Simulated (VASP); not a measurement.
# Se (P1) in VASP: a series of runs

One crystal, Se, is run at these levels: LDA; tasks: single point, relaxation of the atoms.

Program: VASP 6.6.1. These are calculated values, not measurements. Logs are shortened: lines on timing, memory, paths and dates and some standing lists are left out, and cuts for length are marked.

### Step 1. Starting point

The typed cell holds 3 atoms: a = 4.230 Å, b = 4.295 Å, c = 3.488 Å, α = 91.42°, β = 90.13°, γ = 120.26°.

The cell was built by a generator and needn't be a form met in nature.

### Step 2. Single point, LDA

Input file INCAR:

```
PREC = Accurate
ENCUT = 520
EDIFF = 1E-7
ISMEAR = -1
SIGMA = 0.0146
LREAL = F
LASPH = T
NELM = 100
ALGO = Normal
ISIF = 2
LWAVE = F
LCHARG = T
LELF = T
LVHAR = T
NBANDS = 16
```

Input file KPOINTS:

```
Automatic mesh
0
Gamma
  5 5 5
  0 0.5 0.5
```

Input file POSCAR:

```
Se
1.0
   -0.0279474300      4.2295952600      0.0057278200
    3.7245446700     -2.1397498400     -0.0081887600
   -0.1093438300     -0.0040106800     -3.4858928400
Se
3
Direct
    0.3485474572      0.6717664400      0.3456165078
    0.6789408197      0.3405420401      0.6832671159
    1.0049967231      0.0095925199      0.0217903764
```

Potentials or basis: VASP PAW LDA potentials, release 64 (Se).

Started as:

```console
$ cat potpaw_LDA.64/Se/POTCAR > POTCAR
$ mpirun -np 1 vasp_std > vasp.out
```

OUTCAR:

```text
PREC = Accurate
   ENCUT = 520
   EDIFF = 1E-7
   ISMEAR = -1
   LREAL = F
   LASPH = T
   NELM = 100
   ISIF = 2

 ion  position               nearest neighbor table
   1  0.349  0.672  0.346-   3 2.67   3 2.67   2 2.72   2 2.73   2 2.73   3 2.77
   2  0.679  0.341  0.683-   3 2.71   1 2.72   3 2.72   1 2.73   1 2.73   3 2.75
   3  0.005  0.010  0.022-   1 2.67   1 2.67   2 2.71   2 2.72   2 2.75   1 2.77

  LATTYP: Found a triclinic cell.
 ALAT       =     4.2464445234
 B/A-ratio  =     0.9960548046
 C/A-ratio  =     0.8213011209
 COS(alpha) =     0.0022963232
 COS(beta)  =     0.0272791925
 COS(gamma) =     0.4863761901

  Lattice vectors:

 A1 = (   3.6965972400,   2.0898454200,  -0.0024609400)
 A2 = (  -0.0279474300,   4.2295952600,   0.0057278200)
 A3 = (   0.1093438300,   0.0040106800,   3.4858928400)

Analysis of symmetry for initial positions (statically):
=====================================================================
 Subroutine PRICEL returns:
 Original cell was already a primitive cell.

 Routine SETGRP: Setting up the symmetry group for a
 triclinic supercell.

 Subroutine GETGRP returns: Found  1 space group operations
 (whereof  1 operations were pure point group operations)
 out of a pool of  2 trial point group operations.

The static configuration has the point symmetry C_1 .

Analysis of symmetry for dynamics (positions and initial velocities):
=====================================================================
 Subroutine PRICEL returns:
 Original cell was already a primitive cell.

 Routine SETGRP: Setting up the symmetry group for a
 triclinic supercell.

 Subroutine GETGRP returns: Found  1 space group operations
 (whereof  1 operations were pure point group operations)
 out of a pool of  2 trial point group operations.

The dynamic configuration has the point symmetry C_1 .

 Subroutine INISYM returns: Found  1 space group operations
 (whereof  1 operations are pure point group operations),
 and found     1 'primitive' translations

----------------------------------------------------------------------------------------

                                     Primitive cell

  volume of cell :      54.7083

  direct lattice vectors                    reciprocal lattice vectors
    -0.027947430  4.229595260  0.005727820     0.136339621  0.237336279 -0.004549703
     3.724544670 -2.139749840 -0.008188760     0.269500222  0.001792198 -0.008455617
    -0.109343830 -0.004010680 -3.485892840    -0.000409061  0.000385767 -0.286858164

  length of vectors
     4.229691470  4.295442868  3.487609647     0.273747514  0.269638793  0.286858715

  position of ions in fractional coordinates (direct lattice)
     0.348547457  0.671766440  0.345616508
     0.678940820  0.340542040  0.683267116
     0.004996723  0.009592520  0.021790376

  ion indices of the primitive-cell ions
   primitive index   ion index
                 1           1
                 2           2
                 3           3

----------------------------------------------------------------------------------------

 KPOINTS: Automatic mesh

Automatic generation of k-mesh.
 Grid dimensions read from file:
 generate k-points for:    5    5    5

 Generating k-lattice:

  Cartesian coordinates                     Fractional coordinates (reciprocal lattice)
     0.027267924  0.047467256 -0.000909941     0.200000000  0.000000000 -0.000000000
     0.053900044  0.000358440 -0.001691123     0.000000000  0.200000000 -0.000000000
    -0.000081812  0.000077153 -0.057371633     0.000000000  0.000000000  0.200000000

  Length of vectors
     0.054749503  0.053927759  0.057371743

  Shift w.r.t. Gamma in fractional coordinates (k-lattice)
     0.000000000  0.500000000  0.500000000

 Subroutine IBZKPT returns following result:
 ===========================================

 Found     63 irreducible k-points:

 Following reciprocal coordinates:
            Coordinates               Weight
 -0.000000  0.100000  0.100000      2.000000
  0.200000  0.100000  0.100000      2.000000
  0.400000  0.100000  0.100000      2.000000
 -0.400000  0.100000  0.100000      2.000000
 -0.200000  0.100000  0.100000      2.000000
 -0.000000  0.300000  0.100000      2.000000
[... 16 lines left out ...]
  0.400000 -0.100000  0.100000      2.000000
 -0.400000 -0.100000  0.100000      2.000000
 [... further k-points ...]
   k-points           NKPTS =     63   k-points in BZ     NKDIM =     63   number of bands    NBANDS=     16
   number of dos      NEDOS =    301   number of ions     NIONS =      3
   total plane-waves  NPLWV =  28672
   dimension x,y,z NGX =    32 NGY =   32 NGZ =   28
   dimension x,y,z NGXF=    64 NGYF=   64 NGZF=   56
   ions per type =               3
   NGX,Y,Z   is equivalent  to a cutoff of  12.58, 12.38, 13.35 a.u.
   NGXF,Y,Z  is equivalent  to a cutoff of  25.15, 24.77, 26.69 a.u.
 SYSTEM =  unknown system
   PREC   = accura    normal or accurate (medium, high low for compatibility)
   ISTART =      0    job   : 0-new  1-cont  2-samecut
   ICHARG =      2    charge: 1-file 2-atom 10-const
   ISPIN  =      1    spin polarized calculation?
   LNONCOLLINEAR =      F non collinear calculations
   LSORBIT =      F    spin-orbit coupling
   LASPH  =      T    aspherical Exc in radial PAW
   ENCUT  =  520.0 eV  38.22 Ry    6.18 a.u.   7.86  7.99  6.48*2*pi/ulx,y,z
   NELM   =    100;   NELMIN=  2; NELMDL= -5     # of ELM steps
   EDIFF  = 0.1E-06   stopping-criterion for ELM
   LREAL  =      F    real-space projection
   EDIFFG = 0.1E-05   stopping-criterion for IOM
   NSW    =      0    number of steps for IOM
   IBRION =     -1    ionic relax: 0-MD 1-quasi-New 2-CG
   NFREE  =      0    steps in history (QN), initial steepest desc. (CG)
   ISIF   =      2    stress and relaxation
   ISYM   =      2    0-nonsym 1-usesym 2-fastsym
   POTIM  = 0.5000    time-step for ionic-motion
   TEBEG  =    0.0;   TEEND  =   0.0 temperature during run
   PSTRESS=    0.0 pullay stress
   NELECT =      18.0000    total number of electrons
   NUPDOWN=      -1.0000    fix difference up-down
   EMIN   =  10.00;   EMAX   =-10.00  energy-range for DOS
   EFERMI =   0.00;   METHOD = LEGACY
   ISMEAR =    -1;   SIGMA  =   0.01  broadening in eV -4-tet -1-fermi 0-gaus
   EFERMI_NEDOS =   21; number of points for ismear=-14 and -15
   IALGO  =     38    algorithm
   IMIX   =      4    mixing-type and parameters
     AMIX     =   0.40;   BMIX     =  1.00
     AMIX_MAG =   1.60;   BMIX_MAG =  1.00
  volume/ion in A,a.u.               =      18.24       123.06
  Fermi-wavevector in a.u.,A,eV,Ry     =   1.130181  2.135732 17.378844  1.277309
  Thomas-Fermi vector in A             =   2.266877
   LORBIT       =      0    0 simple, 1 ext, 2 COOP (PROOUT), +10 PAW based schemes
   GGA     = CA    functional components
   LHFCALC =     F    Hartree Fock is set to
   AEXX    =    0.0000 exact exchange contribution
   IVDW    =     0    specifies the selected vdW correction
   LEPSILON=     F    determine dielectric tensor
   LRPA    =     F    only Hartree local field effects (RPA)
 non-spin polarized calculation
  energy-cutoff  :      520.00
  volume of cell :       54.71
 maximum number of plane-waves:      1489
   NGX = 15   NGY = 15   NGZ = 13

 number of electron      17.9999999 magnetization

 Free energy of the ion-electron system (eV)
  ---------------------------------------------------
  ext. energy  EPLUGINS =         0.00000000
  ---------------------------------------------------
  free energy    TOTEN  =       -11.76761056 eV

  energy without entropy =      -11.76677464  energy(sigma->0) =      -11.76719260

 E-fermi :   7.0890     XC(G=0): -11.1994

 val. band max:        7.0731955449   @ k =   0.2000  -0.1000   0.1000
 cond. band min:       7.1379031342   @ k =   0.2000   0.5000   0.5000
 fundamental gap:      0.0647075893
 Fermi energy:         7.0889782987

 k-point     1 :      -0.0000    0.1000    0.1000
  band No.  band energies     occupation
      1     -10.1569      2.00000
      2      -4.8177      2.00000
      3      -3.9905      2.00000
      4       1.4884      2.00000
      5       1.6822      2.00000
      6       2.8917      2.00000
[... 8 lines left out ...]
     15      15.3869      0.00000
     16      16.1360      0.00000

 k-point     2 :       0.2000    0.1000    0.1000
  band No.  band energies     occupation
      1      -9.5589      2.00000
      2      -5.6294      2.00000
      3      -4.8131      2.00000
      4       0.7851      2.00000
      5       0.9039      2.00000
      6       4.3025      2.00000
[... 8 lines left out ...]
     15      16.7002      0.00000
     16      17.6326      0.00000

 k-point     3 :       0.4000    0.1000    0.1000
  band No.  band energies     occupation
      1      -8.2082      2.00000
      2      -7.4120      2.00000
      3      -5.3721      2.00000
      4       0.2693      2.00000
      5       2.0610      2.00000
      6       4.1297      2.00000
[... 8 lines left out ...]
     15      14.6483      0.00000
     16      17.1460      0.00000

 k-point     4 :      -0.4000    0.1000    0.1000
  band No.  band energies     occupation
      1      -9.0164      2.00000
      2      -6.2237      2.00000
      3      -5.4318      2.00000
      4       0.4033      2.00000
      5       2.9223      2.00000
      6       3.4000      2.00000
[... 8 lines left out ...]
     15      15.0274      0.00000
     16      16.4876      0.00000
[... 324 lines left out ...]
 k-point    22 :       0.2000   -0.1000    0.1000
  band No.  band energies     occupation
      1      -9.9685      2.00000
      2      -4.9931      2.00000
      3      -4.3713      2.00000
      4       1.0469      2.00000
      5       1.2793      2.00000
      6       3.3549      2.00000
[... 8 lines left out ...]
     15      15.3251      0.00000
     16      17.2530      0.00000

 k-point    23 :       0.4000   -0.1000    0.1000
  band No.  band energies     occupation
      1      -8.9884      2.00000
      2      -6.4781      2.00000
      3      -5.1115      2.00000
      4       0.3950      2.00000
      5       1.3597      2.00000
      6       4.4829      2.00000
[... 8 lines left out ...]
     15      16.1745      0.00000
     16      17.7655      0.00000

 k-point    24 :      -0.4000   -0.1000    0.1000
  band No.  band energies     occupation
      1      -8.2888      2.00000
      2      -7.2928      2.00000
      3      -5.4079      2.00000
      4       0.1555      2.00000
      5       3.1828      2.00000
      6       3.8009      2.00000
[... 8 lines left out ...]
     15      15.5775      0.00000
     16      15.9931      0.00000

 [... further k-points ...]

------------------------ aborting loop because EDIFF is reached ----------------------------------------

  FORCE on cell =-STRESS in cart. coord.  units (eV):
  Direction    XX          YY          ZZ          XY          YZ          ZX
  --------------------------------------------------------------------------------------
  -------------------------------------------------------------------------------------
  Total        2.1008662      1.4967369      4.5694206     -0.0331835     -0.2408467     -0.3807472
  in kB       61.5256107     43.8331840    133.8192765     -0.9718073     -7.0533958    -11.1504983
  external PRESSURE =      79.7260238 kB  Pullay stress =       0.0000000 kB

 VOLUME and BASIS-vectors are now :
 -----------------------------------------------------------------------------
  energy-cutoff  :      520.00
  volume of cell :       54.71
      direct lattice vectors                 reciprocal lattice vectors
    -0.027947430  4.229595260  0.005727820     0.136339621  0.237336279 -0.004549703
     3.724544670 -2.139749840 -0.008188760     0.269500222  0.001792198 -0.008455617
    -0.109343830 -0.004010680 -3.485892840    -0.000409061  0.000385767 -0.286858164

 POSITION                                       TOTAL-FORCE (eV/Angst)
 -----------------------------------------------------------------------------------
      2.45449      0.03542     -1.20829         0.006226      0.000653     -0.004457
      1.17468      2.14023     -2.38070        -0.003906     -0.006051      0.002578
      0.03321      0.00052     -0.07601        -0.002321      0.005398      0.001879
 -----------------------------------------------------------------------------------
    total drift:                               -0.000145     -0.000125     -0.000247

  FREE ENERGIE OF THE ION-ELECTRON SYSTEM (eV)
  ---------------------------------------------------
  free  energy   TOTEN  =       -11.7676105630 eV

  energy  without entropy=      -11.7667746389  energy(sigma->0) =      -11.76719260
```

Run time: 24 s. Hardware: 1 thread of Intel Xeon Platinum 8488C (Sapphire Rapids), shared host; peak memory 0.17 GiB.

What came out:

* Free energy: -11.7676 eV
* Pressure: 8.0 GPa
* Largest force: 0.008 eV/Å
* Band gap on the k mesh: none (metal or under the smearing width)

Forces in eV/Å, atoms in the order of the input:
```
Se   0.006  0.001 -0.004
Se  -0.004 -0.006  0.003
Se  -0.002  0.005  0.002
```

Levels at points of the mesh, in eV from the Fermi level:
```csv
k point,band 7,band 8,band 9,band 10,band 11,band 12
"(0.00, 0.50, 0.50)",-4.48,-4.43,1.78,2.00,2.12,3.19
```

Caveat: the k mesh is coarse (spacing up to 0.36 Å⁻¹), so the values aren't converged.

### Step 3. Relaxation of the atoms, LDA

Input file INCAR:

```
SYSTEM = Se
PREC     = Accurate       ! precision mode
ENCUT    = 520            ! plane-wave cutoff, eV
EDIFF    = 1E-7           ! SCF threshold, eV
ISMEAR   = -1             ! smearing method
SIGMA    = 0.0146         ! smearing width, eV
LREAL    = .FALSE.        ! projectors in reciprocal space
LASPH    = .TRUE.         ! aspherical terms in the spheres
NELM     = 100            ! most SCF steps
ALGO     = Fast           ! electronic algorithm
ISIF     = 2              ! what is computed and relaxed
LWAVE    = .FALSE.        ! write WAVECAR
LCHARG   = .FALSE.        ! write CHGCAR
IBRION   = 2              ! ionic algorithm
NSW      = 100            ! ionic steps
EDIFFG   = -0.01          ! ionic threshold
```

KPOINTS is that of step 2.

Input file POSCAR:

```
Se
1.0
   -0.0279474300      4.2295952600      0.0057278200
    3.7245446700     -2.1397498400     -0.0081887600
   -0.1093438300     -0.0040106800     -3.4858928400
Se
3
Direct
    0.3523020000      0.6635900000      0.3515520000
    0.7000670000      0.3538900000      0.6882290000
    0.9801160000      0.0044210000      0.0108930000
```

Potentials or basis: VASP PAW LDA potentials, release 64 (Se).

Started as:

```console
$ cat potpaw_LDA.64/Se/POTCAR > POTCAR
$ mpirun -np 1 vasp_std > vasp.out
```

OUTCAR:

```text
SYSTEM = Se
   PREC = Accurate
   ENCUT = 520
   EDIFF = 1E-7
   ISMEAR = -1
   LREAL = .FALSE.
   LASPH = .TRUE.
   NELM = 100
   ISIF = 2
   IBRION = 2
   NSW = 100
   EDIFFG = -0.01

 ion  position               nearest neighbor table
   1  0.352  0.664  0.352-   3 2.61   2 2.67   3 2.69   2 2.71   2 2.79
   2  0.700  0.354  0.688-   3 2.61   3 2.64   1 2.67   1 2.71   1 2.79
   3  0.980  0.004  0.011-   1 2.61   2 2.61   2 2.64   1 2.69

  LATTYP: Found a triclinic cell.
 ALAT       =     4.2464445234
 B/A-ratio  =     0.9960548046
 C/A-ratio  =     0.8213011209
 COS(alpha) =     0.0022963232
 COS(beta)  =     0.0272791925
 COS(gamma) =     0.4863761901

  Lattice vectors:

 A1 = (   3.6965972400,   2.0898454200,  -0.0024609400)
 A2 = (  -0.0279474300,   4.2295952600,   0.0057278200)
 A3 = (   0.1093438300,   0.0040106800,   3.4858928400)
[... 498 lines left out ...]
      4       1.4958      2.00000
      5       1.6749      2.00000
      6       2.9014      2.00000
      7       3.2434      2.00000
      8       4.5980      2.00000
      9       5.8716      2.00000
     10       7.9845      0.00000
     11       9.7256      0.00000
     12      10.3923      0.00000
     13      13.6392      0.00000
[... 354 lines left out ...]
  band No.  band energies     occupation
      1      -8.2876      2.00000
      2      -7.2926      2.00000
      3      -5.4081      2.00000
      4       0.1556      2.00000
      5       3.1839      2.00000
      6       3.8018      2.00000
      7       4.2186      2.00000
      8       5.3343      2.00000
      9       7.6836      0.00000
     10       7.8123      0.00000
     11       9.7936      0.00000
     12      10.9025      0.00000
     13      12.0679      0.00000

 [... further k-points ...]

------------------------ aborting loop because EDIFF is reached ----------------------------------------

  FORCE on cell =-STRESS in cart. coord.  units (eV):
  Direction    XX          YY          ZZ          XY          YZ          ZX
  --------------------------------------------------------------------------------------
  -------------------------------------------------------------------------------------
  Total        2.0944656      1.4936635      4.5656520     -0.0268039     -0.2421648     -0.3873376
  in kB       61.3381641     43.7431745    133.7089108     -0.7849746     -7.0919978    -11.3435038
  external PRESSURE =      79.5967498 kB  Pullay stress =       0.0000000 kB
[... 18 lines left out ...]
  FREE ENERGIE OF THE ION-ELECTRON SYSTEM (eV)
  ---------------------------------------------------
  free  energy   TOTEN  =       -11.7676019497 eV

  energy  without entropy=      -11.7667047343  energy(sigma->0) =      -11.76715334

 reached required accuracy - stopping structural energy minimisation
```

CONTCAR:

```text
Se
   1.00000000000000
    -0.0279474300000000    4.2295952600000000    0.0057278200000000
     3.7245446699999998   -2.1397498399999999   -0.0081887600000000
    -0.1093438300000000   -0.0040106800000000   -3.4858928400000000
  Se
     3
Direct
     0.3480037348343948    0.6720746520287494    0.3464678939018286
     0.6790737748316210    0.3401521536094402    0.6826815548851273
     0.0054074903339855    0.0096741943618101    0.0215245512130449

  0.00000000E+00  0.00000000E+00  0.00000000E+00
  0.00000000E+00  0.00000000E+00  0.00000000E+00
  0.00000000E+00  0.00000000E+00  0.00000000E+00
```

It took 99 s on 1 thread of Intel Xeon Platinum 8488C (Sapphire Rapids), shared host; peak memory 0.16 GiB.

Results:

```yaml
Free_energy: -11.7676 eV
Energy_gained_by_relaxing: 14.4 meV/atom
Ionic_steps: 9
Pressure_after_relaxing: 8.0 GPa
Largest_force_after_relaxing: 0.008 eV/Å
Band_gap_on_the_k_mesh: none (metal or under the smearing width)
```

Forces on the atoms (eV/Å):
```
Se   0.004  0.005  0.006
Se   0.001 -0.002 -0.002
Se  -0.005 -0.002 -0.004
```

Stress tensor (GPa, compression positive):
```
 6.13 -0.08 -1.13
-0.08  4.37 -0.71
-1.13 -0.71 13.37
```

The path:
| step | energy change (eV) | largest force (eV/Å) | pressure (GPa) |
| --- | --- | --- | --- |
| 1 | 0.0000 | 0.4200 | 9.27 |
| 2 | -0.0172 | 0.3286 | 8.84 |
| 3 | -0.0382 | 0.1480 | 8.17 |
| 4 | -0.0398 | 0.1373 | 8.05 |
| 5 | -0.0420 | 0.0831 | 7.99 |
| 6 | -0.0432 | 0.0173 | 7.94 |
| 7 | -0.0432 | 0.0171 | 7.94 |
| 8 | -0.0433 | 0.0104 | 7.95 |
| 9 | -0.0433 | 0.0085 | 7.96 |

Final structure:
```
Se
1.0
    -0.02795    4.22960    0.00573
     3.72454   -2.13975   -0.00819
    -0.10934   -0.00401   -3.48589
Se
3
Direct
  0.34800 0.67207 0.34647
  0.67907 0.34015 0.68268
  0.00541 0.00967 0.02152
```

Caveat: the k mesh is coarse (spacing up to 0.36 Å⁻¹), so the values aren't converged.
